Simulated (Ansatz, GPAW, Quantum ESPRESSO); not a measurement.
**Ta: programs and potentials compared**

```
Ta
1.0
    -1.65128    1.65128    1.65128
     1.65128   -1.65128    1.65128
     1.65128    1.65128   -1.65128
Ta
1
Direct
  0.00000 0.00000 0.00000
```

Alike in all runs: task band structure; functional LDA; k mesh 11 × 11 × 11; occupations fermi-dirac, width 0.05 eV; no spin polarisation; no spin-orbit coupling. LDA stands for any of its common fits. Pressure is positive in compression and, in plane waves, holds the error of the finite cutoff.

```csv
program and potentials,plane-wave cutoff (eV),notes,pressure (GPa)
"Quantum ESPRESSO, PseudoDojo 0.4.1 SR LDA standard",789,-,-10.65
"Ansatz, all-electron LAPW, scalar-relativistic",-,-,-9.48
"GPAW, PAW data sets generated for this functional",600,-,-9.48
```

The pressure spans -10.65 (Quantum ESPRESSO, PseudoDojo 0.4.1 SR LDA standard) to -9.48 GPa (Ansatz, all-electron LAPW, scalar-relativistic), with all-electron results at -9.48.

The functional is the same throughout but for its coding, so the spread measures potentials, basis and numerics; runs on potential files found faulty are left out.
